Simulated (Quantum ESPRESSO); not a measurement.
A run of Quantum ESPRESSO 7.5:

The input pw.in:

```
&CONTROL
  calculation = 'scf'
  prefix = 'pwscf'
  outdir = './tmp'
  pseudo_dir = './pseudo'
  tprnfor = .true.
  tstress = .true.
  disk_io = 'low'
/
&SYSTEM
  ibrav = 0
  celldm(1) = 8
  nat = 3
  ntyp = 2
  ecutwfc = 45
  ecutrho = 360
  nbnd = 20
  input_dft = 'wc'
  occupations = 'smearing'
  smearing = 'fd'
  degauss = 0.00367493
/
&ELECTRONS
  conv_thr = 6d-10
  electron_maxstep = 120
  mixing_beta = 0.5
/
ATOMIC_SPECIES
Mo    95.9500 mo_pbe_v1.uspp.F.UPF
S     32.0600 s_pbe_v1.4.uspp.F.UPF
CELL_PARAMETERS alat
  0.7521407802045   0.0000000000000   0.0000000000000
 -0.3760703901022   0.6513730228704   0.0000000000000
  0.0000000000000   0.0000000000000   4.0947057981814
ATOMIC_POSITIONS crystal
Mo     0.0000000000    0.0000000000    0.0000000000
S      0.3333333333    0.6666666667    0.9105070200
S      0.3333333333    0.6666666667    0.0894929800
K_POINTS automatic
8 8 2 0 0 1
```

Contents of gamma.in:

```
&CONTROL
  calculation = 'bands'
  prefix = 'pwscf'
  outdir = './tmp'
  pseudo_dir = './pseudo'
  disk_io = 'low'
  verbosity = 'high'
/
&SYSTEM
  ibrav = 0
  celldm(1) = 8
  nat = 3
  ntyp = 2
  ecutwfc = 45
  ecutrho = 360
  nbnd = 20
  input_dft = 'wc'
  occupations = 'smearing'
  smearing = 'fd'
  degauss = 0.00367493
/
&ELECTRONS
  conv_thr = 1d-08
  electron_maxstep = 120
  mixing_beta = 0.5
  diago_full_acc = .true.
  startingwfc = 'random'
/
ATOMIC_SPECIES
Mo    95.9500 mo_pbe_v1.uspp.F.UPF
S     32.0600 s_pbe_v1.4.uspp.F.UPF
CELL_PARAMETERS alat
  0.7521407802045   0.0000000000000   0.0000000000000
 -0.3760703901022   0.6513730228704   0.0000000000000
  0.0000000000000   0.0000000000000   4.0947057981814
ATOMIC_POSITIONS crystal
Mo     0.0000000000    0.0000000000    0.0000000000
S      0.3333333333    0.6666666667    0.9105070200
S      0.3333333333    0.6666666667    0.0894929800
K_POINTS crystal
1
0.0 0.0 0.0 1
```

Contents of scf2.in:

```
&CONTROL
  calculation = 'scf'
  prefix = 'pwscf'
  outdir = './tmp'
  pseudo_dir = './pseudo'
  tprnfor = .true.
  tstress = .true.
  disk_io = 'low'
/
&SYSTEM
  ibrav = 0
  celldm(1) = 8
  nat = 3
  ntyp = 2
  ecutwfc = 45
  ecutrho = 360
  nbnd = 20
  input_dft = 'wc'
  occupations = 'fixed'
/
&ELECTRONS
  conv_thr = 1d-13
  electron_maxstep = 120
  mixing_beta = 0.5
  startingpot = 'file'
/
ATOMIC_SPECIES
Mo    95.9500 mo_pbe_v1.uspp.F.UPF
S     32.0600 s_pbe_v1.4.uspp.F.UPF
CELL_PARAMETERS alat
  0.7521407802045   0.0000000000000   0.0000000000000
 -0.3760703901022   0.6513730228704   0.0000000000000
  0.0000000000000   0.0000000000000   4.0947057981814
ATOMIC_POSITIONS crystal
Mo     0.0000000000    0.0000000000    0.0000000000
S      0.3333333333    0.6666666667    0.9105070200
S      0.3333333333    0.6666666667    0.0894929800
K_POINTS automatic
8 8 2 0 0 1
```

File ph.in:

```
dielectric of MoS2
&INPUTPH
  prefix = 'pwscf'
  outdir = './tmp'
  tr2_ph = 1d-18
  fildyn = 'dyn'
  niter_ph = 90
  alpha_mix(1) = 0.7
  epsil = .true.
  trans = .false.
  zeu = .true.
/
0.0000000000 0.0000000000 0.0000000000
```

Potentials or basis: GBRV 1.5 PBE.

Run with:

```sh
$ OMP_NUM_THREADS=1 pw.x -in pw.in > pw.out
$ OMP_NUM_THREADS=1 pw.x -in gamma.in > gamma.out
$ OMP_NUM_THREADS=1 pw.x -in scf2.in > scf2.out
$ OMP_NUM_THREADS=1 ph.x -in ph.in > ph.out
```

Hardware: 1 thread of Intel(R) Xeon(R) 6975P-C (Granite Rapids) (shared host).

Problem. Estimate the wall time of this run.

Solution. Run time: 3.4 min on 1 thread of Intel(R) Xeon(R) 6975P-C (Granite Rapids), with other jobs on the host, peak memory 0.47 GiB. Counts: scf iterations 17, k pools 1, bands 20, k points 10, g dense 118481.
